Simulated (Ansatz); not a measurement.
# CoO as a strained film

Level of theory: DFT PBE, scalar-relativistic, plane waves, PAW in Ansatz. (420 eV cutoff, 12×12×8 k-mesh, Gaussian smearing of 0.01 eV, collinear spin)

Starting point, cell and atoms relaxed:

```xyz
4
Lattice="3.1674 0.0000 0.0000 -1.5837 2.7430 0.0000 0.0000 0.0000 5.2885" Properties=species:S:1:pos:R:3 pbc="T T T"
Co    0.0000    0.0000    0.0377
Co    0.0000    1.8287    2.6820
O     0.0000    0.0000    1.9455
O     0.0000    1.8287    4.5897
```

The a-b plane is strained alike in both directions, as on a substrate, while c and the atoms relax within the symmetry that the strain leaves. Stress is positive in compression; energies are free energies at the smearing used, per atom.

```tsv
strain (%)	c (Å)	σ in plane (GPa)	ΔE (meV/atom)
-1.0	5.3273	1.83	1.32
+0.0	5.2885	-0.01	0.00
+1.0	5.2512	-1.86	1.35
```

**Question.** Get the biaxial modulus twice, from the stresses and from the energies of the innermost pair.

**Answer.** From stress: M = −Δσ/Δε = (1.83 − (-1.86)) / 0.020 = 185 GPa. Two in-plane directions each store σε/2, so the energy density is Mε²: M = (mean ΔE)/(V ε²) = 1.33 meV / (11.487 Å³ × 0.010²) × 0.16022 GPa Å³/meV = 186 GPa. The two agree.

**Question.** How does c respond, and up to what thickness can a film with 1 % or 2 % misfit stay coherent on a thick substrate?

**Answer.** c answers with ε_c = −0.72 ε. In an isotropic solid that ratio is 2ν/(1 − ν), so ν = r/(2 + r) = 0.26. A film of thickness h stores Mε²h per area, 18.5 mJ/m² per nm at 1 %. The Matthews–Blakeslee balance for pure edge misfit dislocations, h = b/(8πf(1 + ν)) × (ln(h/b) + 1), with b taken as the in-plane vector a = 3.17 Å, solved by iteration, gives 3.3 nm at f = 1 % and 1.1 nm at 2 %. This is an isotropic estimate in which the moduli cancel; the real Burgers vector, glide system, anisotropy and slow kinetics can shift it by a factor of a few, mostly upward.

This wurtzite form isn't the usual stable structure of the compound.